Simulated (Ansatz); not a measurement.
This script makes an equation of state with a fit of AlN, space group P6_3/mmc with Ansatz 0.2.0, Python API.

Script `eos.py`:
```python
"""Bulk modulus of AlN from an E(V) curve."""

import ansatz
from ase.eos import EquationOfState
from ase.units import GPa
import numpy as np

FUNCTIONAL = "r2scan"
TOLERANCE = 1e-09
KMESH = (12, 12, 6)

vectors0 = np.array([
    [3.312116, 0.0, 0.0],
    [-1.656058, 2.868376, 0.0],
    [0.0, 0.0, 4.187563],
])
sites = [
    ("Al", [1 / 3, 2 / 3, 0.75]),
    ("Al", [2 / 3, 1 / 3, 0.25]),
    ("N", [1 / 3, 2 / 3, 0.25]),
    ("N", [2 / 3, 1 / 3, 0.75]),
]


def make_crystal(cell):
    crystal = ansatz.Crystal(lattice=ansatz.Lattice.of(cell))
    for symbol, position in sites:
        crystal = crystal.atom(symbol, position)
    return crystal

# uniform scaling of the cell
volumes, energies, pressures = [], [], []
for scale in np.linspace(0.88, 1.12, 7):
    cell = vectors0 * scale ** (1 / 3)
    job = (
        make_crystal(cell).calculation()
        .functional(FUNCTIONAL)
        .pseudopotentials("paw")
        .basis(19 * ansatz.Ha)
        .occupations(ansatz.OccupationsMethod.FIXED)
        .scf(tolerance=TOLERANCE)
        .kpoints(*KMESH)
        .stress()
    )
    rep = job.run().report
    volumes.append(abs(np.linalg.det(cell)) / len(sites))
    energies.append(rep["free_energy_ev"] / len(sites))
    pressures.append(np.trace(rep["stress_gpa"]) / 3)
    print(f"V = {volumes[-1]:8.4f} A^3/atom  F = {energies[-1]:.5f} eV/atom  P = {pressures[-1]:8.3f} GPa")

eos = EquationOfState(volumes, energies, eos="birchmurnaghan")
v0, e0, bulk = eos.fit()
print(f"V0 = {v0:.4f} A^3/atom, E0 = {e0:.5f} eV/atom, B = {bulk / GPa:.1f} GPa")
```

From its runs, with one value withheld:

| V (Å³/atom) | F less the lowest row shown (meV/atom) |
| --- | --- |
| 8.752 | 77.89 |
| 9.150 | 23.58 |
| 9.548 | 0.00 |
| 9.946 | 1.58 |
| 10.344 | ? |
| 10.742 | 62.88 |
| 11.139 | 115.80 |

What is the missing energy at 10.344 Å³ an atom?

A third-order Birch-Murnaghan fit, E = E0 + (9 V0 B0 / 16) [(t - 1)³ B' + (t - 1)² (6 - 4t)] with t = (V0/V)^(2/3), through the 6 rows shown gives V0 = 9.716 Å³, B0 = 226.5 GPa, B' = 3.87 and E0 = -2.11 meV. At V = 10.344 Å³, t = 0.95913, and the fit interpolates to 23.78 meV. The run gave 23.78 meV, a miss of 0.00 meV.

Reading the output:
- Shape and fractional positions are held along the curve, so the bulk modulus is an upper value where they are free to relax.
- The program warned that this SCF threshold is loose for forces or stresses.
- Pressure is positive in compression.
- At these settings the cell as given stands under about -5 GPa, so it isn't at this functional's equilibrium volume.
- This cell is a computed structure, which may not be the phase found in nature.
- Finished in 35 s on 1 thread of Arm Neoverse V2, with other jobs on the host, peak memory 0.52 GiB.
